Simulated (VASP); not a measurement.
Set up this calculation in VASP 6.6.1, as the native input.

```
Task                   : band structure
Functional             : TB-mBJ
Potentials or basis    : VASP PAW PBE potentials, release 64 (Ga_d, N)
Cutoff                 : 520 eV
k mesh                 : 8 × 8 × 8
Occupations            : gaussian, width 0.03 eV
Spin                   : spin-orbit coupling, no magnetisation
Further INCAR settings : ALGO = Normal; EDIFF = 1e-07; NBANDS = 32
```

Crystal: GaN.

```
Ga N
1.0
     0.00000    2.24757    2.24757
     2.24757    0.00000    2.24757
     2.24757    2.24757    0.00000
Ga N
1 1
Cartesian
  0.0000 0.0000 0.0000
  1.1238 1.1238 1.1238
```

The cell was built by a generator and needn't be a form met in nature.

One way to write it, as run:

POSCAR

```
GaN                                     
1.0
   -0.0000000000      2.2475682107      2.2475682107
    2.2475682107      0.0000000000      2.2475682107
    2.2475682107      2.2475682107      0.0000000000
  Ga              N             
     1     1
Direct
     0.0000000000000000    0.0000000000000000    0.0000000000000000
     0.2500000000000000    0.2500000000000000    0.2500000000000000
```

INCAR.step1

```
  ALGO = Normal
  EDIFF = 1E-5
  ENCUT = 520
  GGA = PE
  GGA_COMPAT = False
  ISIF = 2
  ISMEAR = 0
  LASPH = True
  LCHARG = False
  LORBIT = 11
  LREAL = False
  LSORBIT = True
  LWAVE = True
  MAGMOM = 0 0 0 0 0 0
  NBANDS = 32
  NELM = 80
  PREC = Accurate
  SIGMA = 0.03
```

INCAR.step2

```
  ALGO = Normal
  EDIFF = 1E-7
  ENCUT = 520
  GGA_COMPAT = False
  ISIF = 2
  ISMEAR = 0
  ISTART = 1
  LASPH = True
  LCHARG = False
  LORBIT = 11
  LREAL = False
  LSORBIT = True
  LWAVE = False
  MAGMOM = 0 0 0 0 0 0
  METAGGA = MBJ
  NBANDS = 32
  NELM = 80
  PREC = Accurate
  SIGMA = 0.03
```

KPOINTS

```
k-points
0
Gamma
  8 8 8
```

KPOINTS_OPT

```
explicit points
109
Reciprocal
 0.0000000000  0.0000000000  0.0000000000 1
 0.0555555556  0.0000000000  0.0555555556 1
 0.1111111111  0.0000000000  0.1111111111 1
 0.1666666667  0.0000000000  0.1666666667 1
 0.2222222222  0.0000000000  0.2222222222 1
 0.2777777778  0.0000000000  0.2777777778 1
 0.3333333333  0.0000000000  0.3333333333 1
 0.3888888889  0.0000000000  0.3888888889 1
 0.4444444444  0.0000000000  0.4444444444 1
 0.5000000000  0.0000000000  0.5000000000 1
 0.5000000000  0.0000000000  0.5000000000 1
 0.5000000000  0.0277777778  0.5277777778 1
 0.5000000000  0.0555555556  0.5555555556 1
 0.5000000000  0.0833333333  0.5833333333 1
 0.5000000000  0.1111111111  0.6111111111 1
 0.5000000000  0.1388888889  0.6388888889 1
 0.5000000000  0.1666666667  0.6666666667 1
 0.5000000000  0.1944444444  0.6944444444 1
 0.5000000000  0.2222222222  0.7222222222 1
 0.5000000000  0.2500000000  0.7500000000 1
 0.5000000000  0.2500000000  0.7500000000 1
 0.4861111111  0.2638888889  0.7500000000 1
 0.4722222222  0.2777777778  0.7500000000 1
 0.4583333333  0.2916666667  0.7500000000 1
 0.4444444444  0.3055555556  0.7500000000 1
 0.4305555556  0.3194444444  0.7500000000 1
 0.4166666667  0.3333333333  0.7500000000 1
 0.4027777778  0.3472222222  0.7500000000 1
 0.3888888889  0.3611111111  0.7500000000 1
 0.3750000000  0.3750000000  0.7500000000 1
 0.3750000000  0.3750000000  0.7500000000 1
 0.3333333333  0.3333333333  0.6666666667 1
 0.2916666667  0.2916666667  0.5833333333 1
 0.2500000000  0.2500000000  0.5000000000 1
 0.2083333333  0.2083333333  0.4166666667 1
 0.1666666667  0.1666666667  0.3333333333 1
 0.1250000000  0.1250000000  0.2500000000 1
 0.0833333333  0.0833333333  0.1666666667 1
 0.0416666667  0.0416666667  0.0833333333 1
 0.0000000000  0.0000000000  0.0000000000 1
 0.0000000000  0.0000000000  0.0000000000 1
 0.0555555556  0.0555555556  0.0555555556 1
 0.1111111111  0.1111111111  0.1111111111 1
 0.1666666667  0.1666666667  0.1666666667 1
 0.2222222222  0.2222222222  0.2222222222 1
 0.2777777778  0.2777777778  0.2777777778 1
 0.3333333333  0.3333333333  0.3333333333 1
 0.3888888889  0.3888888889  0.3888888889 1
 0.4444444444  0.4444444444  0.4444444444 1
 0.5000000000  0.5000000000  0.5000000000 1
 0.5000000000  0.5000000000  0.5000000000 1
 0.5138888889  0.4722222222  0.5138888889 1
 0.5277777778  0.4444444444  0.5277777778 1
 0.5416666667  0.4166666667  0.5416666667 1
 0.5555555556  0.3888888889  0.5555555556 1
 0.5694444444  0.3611111111  0.5694444444 1
 0.5833333333  0.3333333333  0.5833333333 1
 0.5972222222  0.3055555556  0.5972222222 1
 0.6111111111  0.2777777778  0.6111111111 1
 0.6250000000  0.2500000000  0.6250000000 1
 0.6250000000  0.2500000000  0.6250000000 1
 0.6111111111  0.2500000000  0.6388888889 1
 0.5972222222  0.2500000000  0.6527777778 1
 0.5833333333  0.2500000000  0.6666666667 1
 0.5694444444  0.2500000000  0.6805555556 1
 0.5555555556  0.2500000000  0.6944444444 1
 0.5416666667  0.2500000000  0.7083333333 1
 0.5277777778  0.2500000000  0.7222222222 1
 0.5138888889  0.2500000000  0.7361111111 1
 0.5000000000  0.2500000000  0.7500000000 1
 0.5000000000  0.2500000000  0.7500000000 1
 0.5000000000  0.2777777778  0.7222222222 1
 0.5000000000  0.3055555556  0.6944444444 1
 0.5000000000  0.3333333333  0.6666666667 1
 0.5000000000  0.3611111111  0.6388888889 1
 0.5000000000  0.3888888889  0.6111111111 1
 0.5000000000  0.4166666667  0.5833333333 1
 0.5000000000  0.4444444444  0.5555555556 1
 0.5000000000  0.4722222222  0.5277777778 1
 0.5000000000  0.5000000000  0.5000000000 1
 0.5000000000  0.5000000000  0.5000000000 1
 0.4861111111  0.4861111111  0.5277777778 1
 0.4722222222  0.4722222222  0.5555555556 1
 0.4583333333  0.4583333333  0.5833333333 1
 0.4444444444  0.4444444444  0.6111111111 1
 0.4305555556  0.4305555556  0.6388888889 1
 0.4166666667  0.4166666667  0.6666666667 1
 0.4027777778  0.4027777778  0.6944444444 1
 0.3888888889  0.3888888889  0.7222222222 1
 0.3750000000  0.3750000000  0.7500000000 1
 0.6250000000  0.2500000000  0.6250000000 1
 0.6111111111  0.2222222222  0.6111111111 1
 0.5972222222  0.1944444444  0.5972222222 1
 0.5833333333  0.1666666667  0.5833333333 1
 0.5694444444  0.1388888889  0.5694444444 1
 0.5555555556  0.1111111111  0.5555555556 1
 0.5416666667  0.0833333333  0.5416666667 1
 0.5277777778  0.0555555556  0.5277777778 1
 0.5138888889  0.0277777778  0.5138888889 1
 0.5000000000  0.0000000000  0.5000000000 1
 0.0000000000  0.0000000000  0.0000000000 1
 0.3750000000  0.3750000000  0.7500000000 1
 0.5000000000  0.5000000000  0.5000000000 1
 0.6250000000  0.2500000000  0.6250000000 1
 0.5000000000  0.2500000000  0.7500000000 1
 0.5000000000  0.0000000000  0.5000000000 1
 0.4000000000  0.0000000000  0.4000000000 1
 0.4250000000  0.0000000000  0.4250000000 1
 0.4500000000  0.0000000000  0.4500000000 1
```

Potentials or basis: VASP PAW PBE potentials, release 64 (Ga_d, N).

Run with:

```bash
$ cat potpaw_PBE.64/Ga_d/POTCAR potpaw_PBE.64/N/POTCAR > POTCAR
$ cp INCAR.step1 INCAR
$ mpirun -np 1 vasp_ncl > vasp.out
$ cp INCAR.step2 INCAR
$ mpirun -np 1 vasp_ncl > vasp.out
```

Results of the run:

| Property | Result |
| --- | --- |
| Valence electrons inside the program's atomic spheres | Ga 11.53; N 3.88 |

Wall time 4.5 min on 1 thread of Intel(R) Xeon(R) Platinum 8488C (Sapphire Rapids) (shared host), peak memory 0.28 GiB.
